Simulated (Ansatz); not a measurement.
Crystal: Cs2AgBiBr6.

```
CELL_PARAMETERS angstrom
0.00000 5.61610 5.61610
5.61610 0.00000 5.61610
5.61610 5.61610 0.00000
ATOMIC_POSITIONS crystal
Bi 0.00000 0.00000 0.00000
Cs 0.75000 0.75000 0.75000
Cs 0.25000 0.25000 0.25000
Ag 0.50000 0.50000 0.50000
Br 0.74945 0.74945 0.25055
Br 0.25055 0.25055 0.74945
Br 0.74945 0.25055 0.25055
Br 0.74945 0.25055 0.74945
Br 0.25055 0.74945 0.74945
Br 0.25055 0.74945 0.25055
```

Base run:

```yaml
Program: Ansatz 0.2.0
Functional: BLYP
Potentials_or_basis: Ansatz PAW
Cutoff: "420 eV (not typed: the program's choice for these potentials)"
k_mesh: 4 × 4 × 4
Occupations: fermi-dirac, width 0.05 eV
Spin: no spin polarisation
```

Its results: band gap on the k mesh 1.29 eV, indirect (least direct gap 2.48 eV); pressure 3.7 GPa; largest force 0.342 eV/Å.

Problem. After a change of settings the same cell gave: band gap on the k mesh 1.67 eV, indirect (least direct gap 2.85 eV); pressure 1.0 GPa; largest force 0.241 eV/Å. Which change was it?
A. functional from BLYP to PBE
B. functional from BLYP to r2SCAN; cutoff from 420 eV (not typed: the program's choice for these potentials) to 500 eV (not typed: the program's choice for these potentials)
C. functional from BLYP to revPBE
D. functional from BLYP to PBEsol

Solution. B.

r2SCAN gives the wider gap, since meta-GGAs in the generalised Kohn-Sham scheme recover part of the derivative discontinuity.

Caveats: spin-orbit coupling is left out, which as a rule narrows the gap of such compounds by several tenths of an eV; the PAW data sets come from PBE, with cores solved anew for the run's functional, which leaves a small shift of forces and pressure; the density of states is complete only up to the lowest level of the last band computed.
